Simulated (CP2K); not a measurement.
BAs, 2 atoms in the cell. The structure is cubic, space group F-43m (No. 216). Conventional cell: a = 4.777 Å, b = 4.777 Å, c = 4.777 Å, α = 90.00°, β = 90.00°, γ = 90.00°. As (site symmetry -43m) is surrounded by 4 B at 2.07 Å. B (site symmetry -43m) is surrounded by 4 As at 2.07 Å. 

* Program: CP2K 2026.2
* Task: band structure
* Functional: TB-mBJ
* Potentials or basis: POTENTIAL_UZH As GTH-PBE-q5, B GTH-PBE-q3; TZVP-MOLOPT-PBE-GTH basis
* Density cutoff: 9184 eV
* k mesh: 10 × 10 × 10
* Occupations: fermi-dirac, width 0.0259 eV
* Spin: no spin polarisation
* SCF solver: diagonalisation with k points
* Quickstep method: GPW
* EPS_DEFAULT: 1.0E-9
* EPS_SCF: 1.0E-6
* MAX_SCF: 100
* SCF_GUESS: ATOMIC
* k points reduced by the point group: yes
* Mesh centred on Gamma: yes
* CHOLESKY: OFF
* EPS_EIGVAL: 1.0E-7
* MIXING METHOD: BROYDEN_MIXING
* MIXING ALPHA: 0.4
* NBUFFER: 8
* NGRIDS: 5
* Basis sets: As TZVP-MOLOPT-PBE-GTH-q5, B TZVP-MOLOPT-PBE-GTH-q3
* Potentials: As GTH-PBE-q5 of POTENTIAL_UZH, B GTH-PBE-q3 of POTENTIAL_UZH
* ADDED_MOS: [10]
* Points a segment of the path (NPOINTS): 8
* Bands added on the path: 2
* REL_CUTOFF (Ry): 60 Ry
* MIXING BETA (1/bohr): 1.5 1/bohr
* CUTOFF of the grids: 675 Ry

Potentials or basis: POTENTIAL_UZH As GTH-PBE-q5, B GTH-PBE-q3; TZVP-MOLOPT-PBE-GTH basis.

Command:

```console
$ OMP_NUM_THREADS=1 cp2k.psmp -i bas_bands.inp -o bas_bands.out
```

Hardware: 1 thread of Intel(R) Xeon(R) Platinum 8124M CPU @ 3.00GHz (Skylake/Cascade Lake), on a shared host.

**Question.** Estimate the wall time of this run.

**Answer.** Run time: 3.4 min on 1 thread of Intel(R) Xeon(R) Platinum 8124M CPU @ 3.00GHz (Skylake/Cascade Lake), with other jobs on the host, peak memory 0.32 GiB. Counts: scf iterations 31, k points 47, basis 34, bands 14, force evaluations 1.
